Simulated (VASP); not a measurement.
K4Cl5: single point with PBE

Slab: K4Cl5, a slab with vacuum.

```xyz
9
Lattice="4.4634 0.0000 0.0000 -2.2317 3.8654 0.0000 0.0000 0.0000 29.5774" Properties=species:S:1:pos:R:3 pbc="T T T"
Cl    0.0000    2.5769    7.5000
Cl    0.0000    0.0000   11.1444
Cl    2.2317    1.2885   14.7887
Cl    0.0000    2.5769   18.4331
Cl    0.0000    0.0000   22.0774
K     2.2317    1.2885    9.3222
K     0.0000    2.5769   12.9665
K     0.0000    0.0000   16.6109
K     2.2317    1.2885   20.2552
```

The cell isn't the ideal one: the (1 1 1) slab of KCl, cut from the database cell, not relaxed.

```json
{
  "Program": "VASP 6.6.1",
  "Task": "single point",
  "Functional": "PBE",
  "Potentials or basis": "VASP PAW PBE potentials, release 64 (Cl, K_sv)",
  "Cutoff": "520 eV",
  "k mesh": "7 × 7 × 1",
  "Occupations": "fermi-dirac, width 0.05 eV",
  "Spin": "no spin polarisation",
  "Dipole correction": "yes",
  "Further INCAR settings": "ALGO = Normal; EDIFF = 1e-07; NBANDS = 46"
}
```

```
Largest force          : 0.227 eV/Å
Band gap on the k mesh : none (metal or under the smearing width)
```

Forces in eV/Å, atoms in the order of the input:
```
Cl   0.000  0.000  0.118
Cl   0.000  0.000  0.049
Cl   0.000  0.000  0.000
Cl   0.000  0.000 -0.049
Cl   0.000  0.000 -0.118
K    0.000  0.000 -0.227
K    0.000  0.000 -0.012
K    0.000  0.000  0.012
K    0.000  0.000  0.227
```

Levels at points of the mesh, in eV from the Fermi level:
| k point | band 33 | band 34 | band 35 | band 36 | band 37 | band 38 | band 39 | band 40 |
| --- | --- | --- | --- | --- | --- | --- | --- | --- |
| (0.00, 0.00, 0.00) | 0.01 | 0.01 | 0.02 | 0.02 | 5.18 | 5.84 | 6.60 | 7.25 |

Wall time 6.8 min on 1 thread of AMD EPYC 7R13 Processor (Zen 3) (shared host), peak memory 0.64 GiB.

Caveat: an odd number of electrons without spin polarisation forces a metal; a magnetic or distorted state may lie lower.
